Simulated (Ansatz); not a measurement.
Input deck for Ansatz 0.2.0, then the block of the output on the nuclei.

The cell is a structure deposited in the COD, relaxed with PBE at fixed cell and then changed (z stretched by 3 %, ions relaxed).

```yaml
crystal:
  lattice:
    - [0.0, 3.01, 3.1003]
    - [3.01, 0.0, 3.1003]
    - [3.01, 3.01, 0.0]
  atoms:
    - { symbol: Sn, position: [0.0, 0.0, 0.0] }
    - { symbol: Se, position: [0.5, 0.5, 0.5] }
kpoints:
  mp_grid: { grid: [13, 13, 13] }
scf:
  occupations: { method: fermi_dirac, width: 0.02 }
hamiltonian:
  xc: pbe
  pseudopotentials: { kind: paw }
output:
  forces: true
  stress: true
  populations: true
  efg: { quadrupole_moments_barn: { Sn: -0.132 }, contact_densities: true }
  write_density: true
  write_potential: true
  elf: true
  volumetric_format: npy
relax:
  f_tol: 0.02
  max_steps: 60
```

The quadrupole moment typed for Sn is that of the 23.9 keV Mössbauer state of ¹¹⁹Sn; the ground state has I = 1/2 and no quadrupole moment.

```sh
ansatz run input.yaml --threads 1 --pin off --max-ram 3072MiB --backend cpu --events-out ev --progress --plain --runs-dir out
```

The run relaxes the ions first, and the block belongs to the relaxed positions.

Of the output, the block on the nuclei alone is shown; the set-up, the SCF iterations, energies, forces and stress are cut.

```
--- PAW observables at the nuclei: V_zz in 10²¹ V/m², potentials from the cell's mean, atoms counted from 1 ---
  atom   1  Sn V_zz =    +4.192653   η = 0.0000   by run symmetry: allowed   C_q = -13.3819 MHz
            electrostatic potential = -8170.965838 V   contact ρ = 1236488.346569 e/Å³
  atom   2  Se V_zz =    +0.204951   η = 0.0000   by run symmetry: allowed
            electrostatic potential = -4711.086241 V   contact ρ = 262889.241765 e/Å³
```

The relaxation (1 step) took 8 s of wall time (8 s of CPU time) and 0.6 GiB at its peak, on 1 thread of Intel Xeon 6975P-C (Granite Rapids) (x86_64; 16 cores open to the job, memory cap 3.0 GiB, no GPU), a shared host with a load of 0.1 a core.

Without spin–orbit coupling (the program notes it for Sn) the gradients can shift somewhat, as the gap is small. With a gap of 0.4 eV on this mesh, the gradients can still move by some per cent as the k-mesh gets denser.
